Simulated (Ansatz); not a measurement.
## A trial form of HfC

The calculation used DFT PBE, scalar-relativistic, plane waves, PAW in Ansatz. Cutoff 420 eV, Gaussian smearing, Γ-centred meshes. Cell and atoms relax first on a coarse mesh and then on a converged one. In between, the cell is made exact in the group found at 0.06 Å. The steps can't lower the symmetry of their start. No spin polarisation.

The guess for HfC was made by a generator: 6-connected net, two elements spread over the vertices (I-4m2, No. 119). Lengths were set from tabulated atomic sizes, so they are only a guess.

```cif
data_structure
_symmetry_space_group_name_H-M 'P 1'
_symmetry_Int_Tables_number 1
_cell_length_a 3.6898
_cell_length_b 3.6898
_cell_length_c 3.6898
_cell_angle_alpha 97.451
_cell_angle_beta 97.451
_cell_angle_gamma 137.787
_cell_volume 31.49
loop_
_atom_site_label
_atom_site_type_symbol
_atom_site_fract_x
_atom_site_fract_y
_atom_site_fract_z
_atom_site_occupancy
Hf1 Hf 0.25000 0.75000 0.50000 1
C1 C 0.00000 0.00000 0.00000 1
```

Formation energies are uncorrected and refer to the elements' standard structures at the same level.

**Question.** What does it relax into?

**Answer.** The symmetry stays I-4m2 (No. 119). The volume per atom shrinks by 8.3 %, from 15.7 to 14.4 Å³. The shortest distance goes from 2.52 Å (Hf–C) to 2.20 Å (Hf–C). The ratio c/a of the conventional cell changes by a factor of 1.63. The energy falls by about 0.97 eV/atom (the start's value is from the coarse mesh). Conventional cell: a = 4.021 Å, c = 3.572 Å. Hf is surrounded by 4 C at 2.20 Å; around C lie 4 Hf at 2.20 Å.

```yaml
crystal:
  lattice:
    - [-2.01072, 2.01072, 1.78608]
    - [2.01072, -2.01072, 1.78608]
    - [2.01072, 2.01072, -1.78608]
  atoms:
    - { symbol: Hf, position: [0.25000, 0.75000, 0.50000] }
    - { symbol: C, position: [0.00000, 0.00000, 0.00000] }
```

**Question.** How does it come out in energy, and is it a metal?

**Answer.** The energy over the elements is −0.289 eV/atom and the gap on the 14×14×14 mesh of the 2-atom cell is 0.05 eV.

The last run used Gaussian smearing of 0.01 eV. Spin–orbit coupling, which can matter for Hf, is left out. The reference form of C is held partly by dispersion forces, which this level lacks. Small gaps are read on the mesh alone, and bands can cross between its points. Symmetry constrained the relaxation, so the result can be a saddle point. In all, the 3 runs took 110 s on 1 thread of Arm Neoverse V1 (shared host). Another cell of HfC relaxed alike, in P6_3/mmc, lies 0.43 eV/atom lower, so this cell isn't the stable form at this level.
